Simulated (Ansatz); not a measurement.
# BN (P6_3mc): scan of the energy under strain, by script

The task is a scan of the energy under strain, for BN (P6_3mc).

The COD entry's cell or inner coordinates are ideal or old and differ from later refinements, so a difference from it is no clean test against experiment.

Computed with the Python package of Ansatz 0.2.0. Level of theory: DFT LDA, plane waves, PAW.

**1. The system**

The structure is hexagonal, space group P6_3mc (No. 186). The conventional cell has a = 2.536 Å, b = 2.536 Å, c = 4.199 Å, α = 90.00°, β = 90.00°, γ = 120.00°. B (site symmetry 3m) is surrounded by 4 N at 1.56 to 1.57 Å. N (site symmetry 3m) is surrounded by 4 B at 1.56 to 1.57 Å.

The script holds or builds the structure itself.

**2. The script**

Contents of bn.py:

```python
"""A uniaxial strain scan of BN."""

import argparse
import warnings

import ansatz
import matplotlib.pyplot as plt
import numpy as np

parser = argparse.ArgumentParser(description="A uniaxial strain scan of BN.")
parser.add_argument("--functional", required=True, help="exchange-correlation functional")
parser.add_argument("--filling", required=True, help="how the bands are filled")
parser.add_argument("--smearing-width", type=float, required=True, help="smearing width (eV)")
parser.add_argument("--cutoff-ev", type=float, required=True, help="plane-wave cutoff (eV)")
parser.add_argument("--mesh", type=int, nargs=3, default=[12, 12, 6], help="k-point sampling")
args = parser.parse_args()

vectors0 = np.array([
    [2.536, 0.0, 0.0],
    [-1.268, 2.19624, 0.0],
    [0.0, 0.0, 4.199],
])
sites = [
    ("B", [2 / 3, 1 / 3, 0.0]),
    ("B", [1 / 3, 2 / 3, 0.5]),
    ("N", [2 / 3, 1 / 3, 0.375]),
    ("N", [1 / 3, 2 / 3, 0.875]),
]


def crystal_on(cell):
    crystal = ansatz.Crystal(lattice=ansatz.Lattice.of(cell))
    for symbol, position in sites:
        crystal = crystal.atom(symbol, position)
    return crystal

warnings.simplefilter("ignore", ansatz.DeckWarning)

# clamped ions: the fractional positions stay as typed
values = np.linspace(-0.01, 0.01, 5)
energies = []
for d in values:
    strain = np.diag([0, 0, d])
    cell = vectors0 @ (np.eye(3) + strain)
    base = (
        crystal_on(cell).calculation()
        .functional(args.functional)
        .occupations(args.filling, width=args.smearing_width)
        .basis(args.cutoff_ev)
        .kpoints(*args.mesh)
        .stress()
    )
    rep = base.run().report
    energies.append(rep["free_energy_ev"] / len(sites))
    s = rep["stress_gpa"]
    print(f"d = {d:+.4f}  stress xx yy zz xy (GPa, compression positive): {s[0][0]:8.3f} {s[1][1]:8.3f} {s[2][2]:8.3f} {s[0][1]:8.3f}")
energies = np.array(energies)

for value, e in zip(values, energies):
    print(f"strain {value:7.3f}   E - Emin = {1000 * (e - energies.min()):9.3f} meV/atom")
plt.figure(figsize=(4.5, 3))
plt.plot(values, 1000 * (energies - energies.min()), "o-")
plt.xlabel("strain")
plt.ylabel("meV/atom")
plt.tight_layout()
plt.savefig("strain.png", dpi=100)
curvature = 2 * np.polyfit(values, energies, 3)[1]
volume = abs(np.linalg.det(vectors0)) / len(sites)
print(f"d2E/dd2 over the volume: {curvature / volume * 160.21766:.1f} GPa")
```

**3. The calls as engine input**

The package turns the script's settings into the engine's input (first run):

```yaml
crystal:
  lattice:
    - [2.536, 0.0, 0.0]
    - [-1.268, 2.19624, 0.0]
    - [0.0, 0.0, 4.15701]
  atoms:
    - { symbol: B, position: [0.6666666666666666, 0.3333333333333333, 0.0] }
    - { symbol: B, position: [0.3333333333333333, 0.6666666666666666, 0.5] }
    - { symbol: "N", position: [0.6666666666666666, 0.3333333333333333, 0.375] }
    - { symbol: "N", position: [0.3333333333333333, 0.6666666666666666, 0.875] }
basis:
  ecutwfc: 520.0
kpoints:
  mp_grid:
    grid: [12, 12, 6]
hamiltonian:
  xc: lda
scf:
  occupations:
    method: fermi_dirac
    width: 0.05
output:
  stress: true
```

**4. Running it**

Started as:

```bash
> python bn.py --functional lda --filling fermi_dirac --smearing-width 0.05 --cutoff-ev 520.0
```

**Question.** How much energy does this uniaxial strain cost, and what curvature follows?

The runs gave:

| quantity | value |
| --- | --- |
| curvature under the strain | 1035.3 GPa |
| runs compared | 5 |
| range of energy | 5.02 meV/atom |
| lowest point, strain | -0.005 |

**Reading.** Against the unstrained cell the energy per atom changes by -0.50 meV at one end of the scan and +4.28 meV at the other, and its second derivative over the volume is 1035.3 GPa. The curvature belongs to this strain pattern and to the cell's stress; it equals a single elastic constant only for simple patterns. Of the deposited cell: the entry's cell lengths or inner coordinates differ somewhat from later room-temperature determinations. At these settings the cell as given stands under about -6 GPa, so it isn't at this functional's equilibrium volume. The ions keep their fractional positions (clamped ions).
